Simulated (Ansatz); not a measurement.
**Ge: one candidate structure**

Aim: relax Ge from this start, alpha-boron type (R-3m, No. 166), and see where it ends.

Computed with Ansatz 0.2.0 (DFT r2SCAN, scalar-relativistic, plane waves, PAW, unless a step's input says otherwise).

## Step 1: Starting point

It takes space group R-3m (No. 166, trigonal). Conventional cell: a = 7.338 Å, b = 7.338 Å, c = 18.771 Å, α = 90.00°, β = 90.00°, γ = 120.00°. Around Ge (site symmetry m) lie 6 Ge at 2.49 to 2.70 Å. Ge (site symmetry m) has 7 Ge at 2.66 to 3.00 Å as nearest neighbours.

Coordinates:

```
Ge
1.0
     3.66892    2.11825    6.25699
    -3.66892    2.11825    6.25699
     0.00000   -4.23651    6.25699
Ge
12
Direct
  0.01019 0.65361 0.01019
  0.01019 0.01019 0.65361
  0.65361 0.01019 0.01019
  0.98981 0.34639 0.98981
  0.34639 0.98981 0.98981
  0.98981 0.98981 0.34639
  0.22118 0.63060 0.22118
  0.22118 0.22118 0.63060
  0.63060 0.22118 0.22118
  0.77882 0.36940 0.77882
  0.36940 0.77882 0.77882
  0.77882 0.77882 0.36940
```

(A quick probe on a coarse mesh, which set the mesh and smearing, is not shown.)

## Step 3: Rough relaxation on the coarse mesh

input.yaml reads:

```yaml
crystal:
  lattice:
    - [3.6689249105, 2.1182547847, 6.2569924743]
    - [-3.6689249105, 2.1182547847, 6.2569924743]
    - [0.0, -4.2365095693, 6.2569924743]
  atoms:
    - { symbol: Ge, position: [0.01019, 0.65361, 0.01019] }
    - { symbol: Ge, position: [0.01019, 0.01019, 0.65361] }
    - { symbol: Ge, position: [0.65361, 0.01019, 0.01019] }
    - { symbol: Ge, position: [0.98981, 0.34639, 0.98981] }
    - { symbol: Ge, position: [0.34639, 0.98981, 0.98981] }
    - { symbol: Ge, position: [0.98981, 0.98981, 0.34639] }
    - { symbol: Ge, position: [0.22118, 0.6306, 0.22118] }
    - { symbol: Ge, position: [0.22118, 0.22118, 0.6306] }
    - { symbol: Ge, position: [0.6306, 0.22118, 0.22118] }
    - { symbol: Ge, position: [0.77882, 0.3694, 0.77882] }
    - { symbol: Ge, position: [0.3694, 0.77882, 0.77882] }
    - { symbol: Ge, position: [0.77882, 0.77882, 0.3694] }
basis:
  ecutwfc: 500
kpoints:
  mp_grid: { grid: [3, 3, 3] }
hamiltonian:
  xc: r2scan
scf:
  occupations: { method: gaussian, width: 0.1 }
  lower_state_search: "off"
output:
  forces: true
  stress: true
  eigenvalues: true
relax:
  adjacent_minimum: "off"
  f_tol: 0.04
  max_steps: 70
  cell: { stress_tol: 0.4 }
```

The session goes on with these runs: full relaxation; second relaxation, mesh chosen anew.

Q: Predict the outcome of this session.

**Answer**, as computed:

| quantity | value |
| --- | --- |
| cell (conventional) | a = 6.308 Å, b = 6.308 Å, c = 24.556 Å, α = 90.00°, β = 90.00°, γ = 120.00° |
| space group | R-3m (No. 166) |
| volume | 23.51 Å³/atom |
| gap on the mesh | none (metal) |

What this shows: The space group stayed R-3m, and from the first guess the volume went from 24.31 to 23.51 Å³/atom.
